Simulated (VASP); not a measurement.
## TaN: relaxation of cell and atoms with PBE

The system is TaN.

```
CELL_PARAMETERS angstrom
2.93800 0.00000 0.00000
-1.46900 2.54438 0.00000
0.00000 0.00000 2.88300
ATOMIC_POSITIONS crystal
Ta 0.33333 0.66667 0.50000
N 0.00000 0.00000 0.00000
```

* Program: VASP 6.6.1
* Task: relaxation of cell and atoms
* Functional: PBE
* Potentials or basis: VASP PAW PBE potentials, release 64 (Ta_pv, N)
* Cutoff: 900 eV
* k mesh: 10 × 10 × 9
* Occupations: fermi-dirac, width 0.05 eV
* Spin: no spin polarisation
* Further INCAR settings: ALGO = Normal; EDIFF = 1e-06; IBRION = 2; EDIFFG = -0.01; NSW = 60; ISIF = 3

```yaml
Relaxed_volume: 10.95 Å³/atom
Relaxed_cell: a = 2.952 Å, b = 2.952 Å, c = 2.901 Å, α = 90.00°, β = 90.00°, γ = 120.00°
Space_group_after_relaxing_to_0.05_Å: P-6m2 (No. 187)
Energy_gained_by_relaxing: 2.9 meV/atom
Ionic_steps: 3
Pressure_after_relaxing: 0.0 GPa
Band_gap_on_the_k_mesh: none (metal or under the smearing width)
```

Stress tensor (GPa, compression positive):
```
 0.02  0.00  0.00
 0.00  0.02  0.00
 0.00  0.00 -0.13
```

Step by step:
| step | energy change (eV) | largest force (eV/Å) | pressure (GPa) | volume (Å³) |
| --- | --- | --- | --- | --- |
| 1 | 0.0000 | 0.0000 | 5.54 | 21.55 |
| 2 | 0.0269 | 0.0000 | -11.89 | 22.73 |
| 3 | -0.0058 | 0.0000 | -0.03 | 21.90 |

Final structure:
```
CELL_PARAMETERS angstrom
2.95246 0.00000 0.00000
-1.47623 2.55690 0.00000
0.00000 0.00000 2.90055
ATOMIC_POSITIONS crystal
Ta 0.33333 0.66667 0.50000
N 0.00000 0.00000 0.00000
```

Levels at points of the mesh, in eV from the Fermi level:
```csv
k point,band 6,band 7,band 8,band 9,band 10,band 11
"(0.00, 0.00, 0.00)",-4.55,-4.20,-2.98,2.04,3.44,3.44
"(0.50, 0.00, 0.00)",-5.19,-3.47,-3.21,2.88,3.87,5.06
```

Wall time 33 s on 1 thread of Intel(R) Xeon(R) 6975P-C (Granite Rapids) (shared host), peak memory 0.21 GiB.

Spin-orbit coupling is left out, which matters for the levels of Ta. PBE usually gives volumes a little too large and moduli too small.
